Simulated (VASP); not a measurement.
The system is C.

```
C
1.0
     2.52210    0.00000    0.00000
    -1.26105    2.18420    0.00000
     0.00000    0.00000    8.23710
C
8
Direct
  0.66667 0.33333 0.84375
  0.33333 0.66667 0.34375
  0.66667 0.33333 0.65625
  0.33333 0.66667 0.15625
  0.00000 0.00000 0.90625
  0.00000 0.00000 0.40625
  0.00000 0.00000 0.59375
  0.00000 0.00000 0.09375
```

This is a hexagonal form of diamond, not graphite.

* Program: VASP 6.6.1
* Task: relaxation of cell and atoms
* Functional: PBEsol
* Potentials or basis: VASP PAW PBE potentials, release 64 (C)
* Cutoff: 600 eV
* k mesh: 12 × 12 × 4
* Occupations: fermi-dirac, width 0.05 eV
* Spin: no spin polarisation

At the start: pressure -3.9 GPa; volume 5.67 Å³/atom.

Task: Where does the relaxation end?

Result: Over 7 steps the energy falls by 3.1 meV/atom and the volume is 5.62 Å³/atom (-0.9 %); space group P6_3/mmc (No. 194, to 0.05 Å).

The path:
| step | energy change (eV) | largest force (eV/Å) | pressure (GPa) | volume (Å³) |
| --- | --- | --- | --- | --- |
| 1 | 0.0000 | 0.3295 | -3.91 | 45.38 |
| 2 | 0.0177 | 0.5066 | 5.43 | 44.47 |
| 3 | -0.0246 | 0.0574 | -0.17 | 44.98 |
| 4 | -0.0245 | 0.0682 | 0.21 | 44.94 |
| 5 | -0.0248 | 0.0100 | 0.02 | 44.96 |
| 6 | -0.0248 | 0.0170 | 0.00 | 44.97 |
| 7 | -0.0248 | 0.0003 | 0.01 | 44.97 |

Final structure:
```yaml
crystal:
  lattice:
    - [2.50614, 0.00000, 0.00000]
    - [-1.25307, 2.17038, 0.00000]
    - [0.00000, 0.00000, 8.26685]
  atoms:
    - { symbol: C, position: [0.66667, 0.33333, 0.84445] }
    - { symbol: C, position: [0.33333, 0.66667, 0.34445] }
    - { symbol: C, position: [0.66667, 0.33333, 0.65555] }
    - { symbol: C, position: [0.33333, 0.66667, 0.15555] }
    - { symbol: C, position: [0.00000, 0.00000, 0.90704] }
    - { symbol: C, position: [0.00000, 0.00000, 0.40704] }
    - { symbol: C, position: [0.00000, 0.00000, 0.59296] }
    - { symbol: C, position: [0.00000, 0.00000, 0.09296] }
```

Caveat: the PAW data sets were made with another functional, which shifts forces and pressure a little.
